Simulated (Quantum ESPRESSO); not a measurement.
# SnO under changes of volume

One of the cells (17.769 Å³/atom); the others are scaled copies at fixed shape and fractional positions:

```xyz
4
Lattice="3.8137 0.0000 0.0000 0.0000 3.8137 0.0000 0.0000 0.0000 4.8869" Properties=species:S:1:pos:R:3 pbc="T T T"
Sn    1.9068    0.0000    3.7367
Sn    0.0000    1.9068    1.1503
O     0.0000    0.0000    0.0000
O     1.9068    1.9068    0.0000
```

The cell is a database's computed one.

```yaml
Program: Quantum ESPRESSO 7.5
Functional: PBEsol
Potentials_or_basis: GBRV 1.5 PBEsol
Cutoff: 925 eV
Density_cutoff: 7401 eV
k_mesh: 7 × 7 × 6
Occupations: fermi-dirac, width 0.05 eV
Spin: no spin polarisation
```

| volume (Å³/atom) | energy over the lowest point (meV/atom) | pressure (GPa) | gap on the mesh (eV) |
| --- | --- | --- | --- |
| 16.703 | ? | ? | ? |
| 17.058 | 7.30 | 3.6 | 0.22 |
| 17.414 | 1.34 | 1.4 | 0.30 |
| 17.769 | 0.00 | -0.5 | 0.37 |
| 18.125 | 2.82 | -2.3 | 0.43 |
| 18.480 | 9.36 | -3.9 | 0.50 |
| 18.835 | 19.23 | -5.3 | 0.56 |

Task: What does the run at 16.703 Å³/atom give?

Result: Energy over the lowest point 18.40 meV/atom; pressure 6.0 GPa; gap on the mesh 0.15 eV.

Worked out: A Birch-Murnaghan fit of order 3 (a polynomial in V^(-2/3)) to the other rows has its minimum at 17.70 Å³/atom with B0 = V·E''(V) = 95 GPa and B' = 4.3 at fixed shape and positions, which overstates the stiffness. It gives 18.39 meV/atom at 16.703 Å³/atom, against the run's 18.40, and -dE/dV = 6.2 GPa, against 6.0. A straight line through the other rows of the gap, of slope 3.4 eV per unit of ln V, extrapolates to 0.15 eV, against the run's 0.15.

Energies are extrapolated to zero smearing.

Caveats: spin-orbit coupling is left out, which moves the levels of the heavy elements; an odd mesh through Γ misses points on the zone boundary, where band edges often lie.
